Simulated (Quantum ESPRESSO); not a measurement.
The system is MgO.

```
CELL_PARAMETERS angstrom
0.00000 2.09700 2.09700
2.09700 0.00000 2.09700
2.09700 2.09700 0.00000
ATOMIC_POSITIONS crystal
Mg 0.00000 0.00000 0.00000
O 0.50000 0.50000 0.50000
```

The cell is a database's computed one.

Base run:

```yaml
Program: Quantum ESPRESSO 7.5
Functional: SCAN
Potentials_or_basis: SG15 PBE 1.2
Cutoff: 1197 eV
Density_cutoff: 4789 eV
k_mesh: 8 × 8 × 8
Occupations: fermi-dirac, width 0.05 eV
Spin: no spin polarisation
```

Its results: band gap on the k mesh 5.65 eV, direct; pressure 1.9 GPa.

Problem. After a change of settings the same cell gave: band gap on the k mesh 5.66 eV, direct; pressure 2.5 GPa. Which change was it?
A. functional from SCAN to RPBE; k mesh from 8 × 8 × 8 to 11 × 11 × 11
B. functional from SCAN to LDA; k mesh from 8 × 8 × 8 to 11 × 11 × 11
C. functional from SCAN to r2SCAN
D. functional from SCAN to PBE; k mesh from 8 × 8 × 8 to 11 × 11 × 11

Solution. C.

Caveats: the potentials were made for another functional, which shifts forces and pressure.
